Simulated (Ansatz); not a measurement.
# Si: the cost of one run

Method: DFT LDA, scalar-relativistic, plane waves, PAW, in Ansatz 0.2.0.

1 further run of the same task is left out (set aside as unsound or not needed).

## 1. The structure to begin with

The structure is cubic, space group Fd-3m (No. 227). The conventional cell has a = 5.431 Å, b = 5.431 Å, c = 5.431 Å, α = 90.00°, β = 90.00°, γ = 90.00°. Si (site symmetry -43m) has 4 Si at 2.35 Å as nearest neighbours.

As a file:

```
Si
1.0
     0.00000    2.71547    2.71547
     2.71547    0.00000    2.71547
     2.71547    2.71547    0.00000
Si
2
Direct
  0.50000 0.50000 0.50000
  0.75000 0.75000 0.75000
```

The structure comes from the Crystallography Open Database.

## 8. The grid

The energy is mapped over two normal modes frozen in (zone-centre modes of the cell shown).

First coordinate, amplitude of mode 4 (513 cm⁻¹), largest displacement: 11 values from −0.060 Å. Second coordinate, amplitude of mode 5 (513 cm⁻¹), largest displacement: 11 values from −0.060 Å.

Nothing else is relaxed (the cell and all other modes fixed). Energies count from the relaxed high-symmetry cell. Points are written as (first, second).

The patterns, per unit of each coordinate (Å):

| atom | x1 | y1 | z1 | x2 | y2 | z2 |
| --- | --- | --- | --- | --- | --- | --- |
| Si1 | 1.000 | 0.000 | 0.000 | 0.000 | 1.000 | 0.000 |
| Si2 | -1.000 | 0.000 | 0.000 | 0.000 | -1.000 | 0.000 |

(The set-up runs are not shown.)

## 9. Grid point (−0.012 Å, −0.012 Å)

input.yaml

```yaml
crystal:
  lattice:
    - [0.0, 2.7009735863, 2.7009735863]
    - [2.7009735863, 0.0, 2.7009735863]
    - [2.7009735863, 2.7009735863, 0.0]
  atoms:
    - { symbol: Si, position: [0.5, 0.5, 0.4955571576] }
    - { symbol: Si, position: [0.75, 0.75, 0.7544428424] }
basis:
  ecutwfc: 420
kpoints:
  mp_grid: { grid: [12, 12, 12] }
hamiltonian:
  xc: lda
scf:
  occupations: { method: gaussian, width: 0.05 }
output:
  forces: true
  stress: true
  eigenvalues: true
```

Launch:

```console
> ansatz run input.yaml --threads 1 --pin off --max-ram 2048MiB --backend cpu --events-out ev --progress --plain --runs-dir out
```

**Question.** How long does this run take on 1 thread of Arm Neoverse V2, shared host, and how much memory does it need?

About 7.3 s, with a peak of 0.48 GiB.
